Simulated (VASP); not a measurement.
VASP 6.6.1 run: AlN

INCAR

```
NSW = 0
ISMEAR = -1
TIME = 8
EDIFF = 1E-7
NELM = 78
LCHARG = .FALSE.
ALGO = Damped
SIGMA = 0.02
ISIF = 2
LWAVE = .FALSE.
GGA = PE
LASPH = .TRUE.
LREAL = .FALSE.
PREC = Accurate
ENCUT = 520
IBRION = -1
NBANDS = 11
```

KPOINTS

```
KPOINTS created by Atomic Simulation Environment
0
Gamma
10 10 10
0 0 0
```

POSCAR

```
Al N
 1.0000000000000000
     0.0000000000000000    2.0188684454136765    2.0188684454136765
     2.0188684454136765    0.0000000000000000    2.0188684454136765
     2.0188684454136765    2.0188684454136765    0.0000000000000000
 Al  N
   1   1
Cartesian
 -0.0000000000000000 -0.0000000000000000  0.0000000000000000
  2.0188684454136760  2.0188684454136760  2.0188684454136760
```

The recommended PBE PAW datasets give the neutral cell 8 valence electrons.

Command

```
mpirun -np 1 vasp_std
```

OSZICAR

```
N       E                     dE             d eps       ncg     rms           ort
DAV:   1     0.379459781349E+02    0.37946E+02   -0.43241E+03   517   0.731E+02
DAV:   2    -0.127366793058E+02   -0.50683E+02   -0.46816E+02   517   0.179E+02
DAV:   3    -0.161168143663E+02   -0.33801E+01   -0.33269E+01   517   0.471E+01
DAV:   4    -0.162762737747E+02   -0.15946E+00   -0.15735E+00   517   0.958E+00
DAV:   5    -0.162859193905E+02   -0.96456E-02   -0.95471E-02   517   0.225E+00
SDA:   6    -0.119059922454E+02    0.43799E+01   -0.66553E+02   517   0.832E+01   0.000E+00
DMP:   7     0.120714390527E+03    0.13262E+03   -0.11008E+04   517   0.133E+03  -0.145E+02
DMP:   8     0.369799647102E+03    0.24909E+03   -0.28884E+04   517   0.350E+03  -0.334E+02
DMP:   9     0.369105591080E+03   -0.69406E+00   -0.60843E+04   517   0.741E+03  -0.581E+02
DMP:  10     0.962046214663E+03    0.59294E+03   -0.25876E+05   517   0.319E+04  -0.121E+03
...
DMP:  70     0.107280974108E+03   -0.76598E+01   -0.31632E+02   517   0.304E+01  -0.273E+01
DMP:  71     0.109230573010E+03    0.19496E+01   -0.53212E+02   517   0.382E+01  -0.849E+01
DMP:  72     0.109949163113E+03    0.71859E+00   -0.47019E+02   517   0.385E+01  -0.608E+01
DMP:  73     0.106885661022E+03   -0.30635E+01   -0.48734E+02   517   0.327E+01  -0.848E+01
DMP:  74     0.110441576052E+03    0.35559E+01   -0.49047E+02   517   0.429E+01  -0.553E+01
DMP:  75     0.107065222137E+03   -0.33764E+01   -0.44064E+02   517   0.309E+01  -0.727E+01
DMP:  76     0.109973816506E+03    0.29086E+01   -0.44694E+02   517   0.332E+01  -0.680E+01
DMP:  77     0.107223129725E+03   -0.27507E+01   -0.47577E+02   517   0.309E+01  -0.857E+01
DMP:  78     0.105886627320E+03   -0.13365E+01   -0.26873E+02   517   0.149E+01  -0.559E+01
   1 F= 0.10588663E+03 E0= 0.10588663E+03  d E =0.000000E+00
```

Standard output (part)

```
POSCAR found type information on POSCAR AlN
 POSCAR found :  2 types and       2 ions
 LDA part: xc-table for (Slater+PW92), standard interpolation
 POSCAR, INCAR and KPOINTS ok, starting setup
 WAVECAR not read
 entering main loop
 final diagonalization occupied
|     The electronic self-consistency was not achieved in the given           |
|     number of steps (NELM). The forces and other quantities evaluated       |
|     might not be reliable so examine the results carefully. If you find     |
|     spurious results, we suggest increasing NELM, if you were close to      |
|     convergence or switching to a different ALGO or adjusting the           |
|     density mixing parameters otherwise.                                    |
```

It didn't converge.

Problem. Find the fault in these files.

Solution. Damping step far too long. It didn't converge.
